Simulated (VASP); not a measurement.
# Ba (Pm-3m) in VASP: notebook, part 2 of 2

VASP 6.6.1. The steps go on from the part before.

## Step 4: Single point, PBE

The input, INCAR:

```
PREC = Accurate
ENCUT = 550
EDIFF = 1E-6
ISMEAR = 1
SIGMA = 0.2
LREAL = Auto
LASPH = T
NELM = 100
ALGO = Normal
ISIF = 2
LWAVE = F
LCHARG = F
GGA = PE
ADDGRID = F
```

The input, KPOINTS:

```
regular mesh
0
Gamma
  14 14 14
```

The input, POSCAR:

```
Ba
1.0
    3.9177175405      0.0000000000      0.0000000000
    0.0000000000      3.9177175405      0.0000000000
    0.0000000000      0.0000000000      3.9177175405
Ba
1
Direct
    0.0000000000      0.0000000000      0.0000000000
```

On the command line:

```bash
> cat potpaw_PBE.64/Ba_sv/POTCAR > POTCAR
> mpirun -np 1 vasp_std > vasp.out
```

It took 69 s on 1 thread of Intel Xeon Platinum 8259CL at 2.50GHz (Skylake/Cascade Lake), shared host; peak memory 0.19 GiB.

The run converged, but some of its settings lie outside the range that counts as converged, so its numbers aren't taken as properties of the crystal.

Results:

```yaml
Free_energy: -1.5949 eV
Pressure: 0.3 GPa
Band_gap_on_the_k_mesh: none (metal or under the smearing width)
```

## Step 5: Single point, PBE

INCAR is that of step 4.

KPOINTS is that of step 4.

The input, POSCAR:

```
Ba
1.0
    3.9784390000     -0.0454340000      0.0410850000
   -0.0454340000      3.9110040000      0.0402290000
    0.0410850000      0.0402290000      3.8659060000
Ba
1
Direct
   -0.0007550000      0.0095990000     -0.0077320000
```

Potentials or basis: VASP PAW PBE potentials, release 64 (Ba_sv).

On the command line:

```bash
> cat potpaw_PBE.64/Ba_sv/POTCAR > POTCAR
> mpirun -np 1 vasp_std > vasp.out
```

OUTCAR:

```text
PREC = Accurate
   ENCUT = 550
   EDIFF = 1E-6
   ISMEAR = 1
   LREAL = Auto
   LASPH = T
   NELM = 100
   ISIF = 2
   GGA = PE

 Found   1376 irreducible k-points:

 Following reciprocal coordinates:
            Coordinates               Weight
  0.000000  0.000000  0.000000      1.000000
  0.071429  0.000000 -0.000000      2.000000
  0.142857 -0.000000 -0.000000      2.000000
  0.214286 -0.000000 -0.000000      2.000000
  0.285714 -0.000000 -0.000000      2.000000
  0.357143 -0.000000  0.000000      2.000000
   k-points           NKPTS =   1376   k-points in BZ     NKDIM =   1376   number of bands    NBANDS=      9
   number of dos      NEDOS =    301   number of ions     NIONS =      1
   total plane-waves  NPLWV =  27000
   dimension x,y,z NGX =    30 NGY =   30 NGZ =   30
   dimension x,y,z NGXF=    60 NGYF=   60 NGZF=   60
   ions per type =               1
   NGX,Y,Z   is equivalent  to a cutoff of  12.53, 12.75, 12.90 a.u.
   NGXF,Y,Z  is equivalent  to a cutoff of  25.07, 25.50, 25.80 a.u.
 SYSTEM =  unknown system
   PREC   = accura    normal or accurate (medium, high low for compatibility)
   ISTART =      0    job   : 0-new  1-cont  2-samecut
   ICHARG =      2    charge: 1-file 2-atom 10-const
   ISPIN  =      1    spin polarized calculation?
   LNONCOLLINEAR =      F non collinear calculations
   LSORBIT =      F    spin-orbit coupling
[... 56 lines left out ...]
 val. band max:        1.6972824716   @ k =   0.2143   0.5000   0.1429
 cond. band min:       1.7250069588   @ k =   0.4286   0.4286   0.4286
 fundamental gap:      0.0277244872
 Fermi energy:         1.7205843568

 k-point     1 :       0.0000    0.0000    0.0000
  band No.  band energies     occupation
      1     -27.4113      2.00000
      2     -12.2634      2.00000
      3     -12.2190      2.00000
      4     -12.1863      2.00000
      5      -0.8505      2.00000
      6       1.7587      0.68358
      7       1.7667      0.62091
      8       6.6012      0.00000
      9       6.7422      0.00000
[... 49 lines left out ...]
 k-point     6 :       0.3571   -0.0000    0.0000
  band No.  band energies     occupation
      1     -27.3672      2.00000
      2     -12.8168      2.00000
      3     -12.1699      2.00000
      4     -12.1378      2.00000
      5       0.5118      2.00000
      6       2.1674     -0.00698
      7       2.6761     -0.00000
      8       4.7464     -0.00000
      9       4.8635     -0.00000

 [... further k-points ...]
[... 5 lines left out ...]
  --------------------------------------------------------------------------------------
  -------------------------------------------------------------------------------------
  Total       -0.0745450      0.1351772      0.2906005     -0.0494590      0.0398967      0.0435537
  in kB       -1.9862301      3.6017584      7.7429709     -1.3178212      1.0630365      1.1604760
  external PRESSURE =       3.1194997 kB  Pullay stress =       0.0000000 kB

 VOLUME and BASIS-vectors are now :
 -----------------------------------------------------------------------------
  energy-cutoff  :      550.00
  volume of cell :       60.13
      direct lattice vectors                 reciprocal lattice vectors
     3.978439000 -0.045434000  0.041085000     0.251416447  0.002948496 -0.002702616
    -0.045434000  3.911004000  0.040229000     0.002948496  0.255750771 -0.002692703
     0.041085000  0.040229000  3.865906000    -0.002702616 -0.002692703  0.258728319

 POSITION                                       TOTAL-FORCE (eV/Angst)
 -----------------------------------------------------------------------------------
      4.01577      0.03206      3.87745         0.000000      0.000000      0.000000
 -----------------------------------------------------------------------------------
    total drift:                               -0.000001     -0.000000      0.000001

  FREE ENERGIE OF THE ION-ELECTRON SYSTEM (eV)
  ---------------------------------------------------
  free  energy   TOTEN  =        -1.5938543292 eV

  energy  without entropy=       -1.6007404722  energy(sigma->0) =       -1.59614971
```

OSZICAR:

```text
N       E                     dE             d eps       ncg     rms          rms(c)
DAV:   1     0.591537371884E+02    0.59154E+02   -0.44995E+03 24776   0.961E+02
DAV:   2     0.854948252465E+00   -0.58299E+02   -0.57432E+02 29809   0.155E+02
DAV:   3    -0.153809203160E+01   -0.23930E+01   -0.23787E+01 31833   0.364E+01
DAV:   4    -0.159495781942E+01   -0.56866E-01   -0.56803E-01 38807   0.471E+00
DAV:   5    -0.159539932268E+01   -0.44150E-03   -0.44131E-03 34921   0.294E-01    0.195E+00
DAV:   6    -0.159339075353E+01    0.20086E-02   -0.77325E-03 32095   0.861E-01    0.114E+00
DAV:   7    -0.159349919501E+01   -0.10844E-03   -0.18261E-02 29708   0.140E+00    0.748E-02
DAV:   8    -0.159385247959E+01   -0.35328E-03   -0.68842E-04 34385   0.227E-01    0.189E-02
DAV:   9    -0.159385639101E+01   -0.39114E-05   -0.18296E-05 38392   0.319E-02    0.450E-03
DAV:  10    -0.159385461858E+01    0.17724E-05   -0.23599E-06 34327   0.125E-02    0.137E-03
DAV:  11    -0.159385432922E+01    0.28936E-06   -0.92710E-08 17463   0.337E-03
   1 F= -.15938543E+01 E0= -.15961497E+01  d E =0.688614E-02
```

stdout:

```text
POSCAR found type information on POSCAR Ba
 POSCAR found :  1 types and       1 ions
 scaLAPACK will be used
 -----------------------------------------------------------------------------
|                                                                             |
|                                                                             |
|     You have a (more or less) 'small supercell' and for smaller cells       |
|     it is recommended to use the reciprocal-space projection scheme!        |
|     The real-space optimization is not efficient for small cells and it     |
|     is also less accurate ...                                               |
|     Therefore, set LREAL=.FALSE. in the INCAR file.                         |
|                                                                             |
 -----------------------------------------------------------------------------

 LDA part: xc-table for (Slater+PW92), standard interpolation
 POSCAR, INCAR and KPOINTS ok, starting setup
 FFT: planning ... GRIDC
 FFT: planning ... GRID_SOFT
 FFT: planning ... GRID
 WAVECAR not read
 entering main loop
```

It took 12 min on 1 thread of Intel Xeon Platinum 8259CL at 2.50GHz (Skylake/Cascade Lake), shared host; peak memory 0.58 GiB.

These settings aren't checked as converged: the numbers below hold their error.

Results:

```yaml
Free_energy: -1.5939 eV
Pressure: 0.3 GPa
Band_gap_on_the_k_mesh: none (metal or under the smearing width)
```

## Step 6: Single point, PBE

INCAR, as its differences from that of step 5:

```diff
@@ -2,6 +2,6 @@
 ENCUT = 550
-EDIFF = 1E-6
+EDIFF = 1E-4
 ISMEAR = 1
 SIGMA = 0.2
-LREAL = Auto
+LREAL = F
 LASPH = T
```

KPOINTS is that of step 5.

The input, POSCAR:

```
Ba
1.0
    3.9177175405      0.0000000000      0.0000000000
    0.0000000000      3.9177175405      0.0000000000
    0.0000000000      0.0000000000      3.9177175405
Ba
1
Direct
    0.0000000000      0.0000000000      0.0000000000
```

Potentials or basis: VASP PAW PBE potentials, release 64 (Ba_sv).

On the command line:

```bash
> cat potpaw_PBE.64/Ba_sv/POTCAR > POTCAR
> mpirun -np 1 vasp_std > vasp.out
```

Wall time 33 s (1 thread of Intel Xeon Platinum 8259CL at 2.50GHz (Skylake/Cascade Lake), shared host); peak memory 0.22 GiB.

These settings aren't checked as converged: the numbers below hold their error.

What came out:

- Free energy: -1.5950 eV
- Pressure: 0.3 GPa
- Band gap on the k mesh: none (metal or under the smearing width)

## Step 7: For comparison

An earlier run on the cell as given: functional PBE; potentials or basis VASP PAW PBE potentials, release 64 (Ba_sv); cutoff 520 eV; k mesh 7 × 7 × 7; occupations fermi-dirac, width 0.05 eV; no spin polarisation.

* Pressure: 0.4 GPa
* Band gap on the k mesh: 0.15 eV, indirect (least direct gap 0.22 eV)
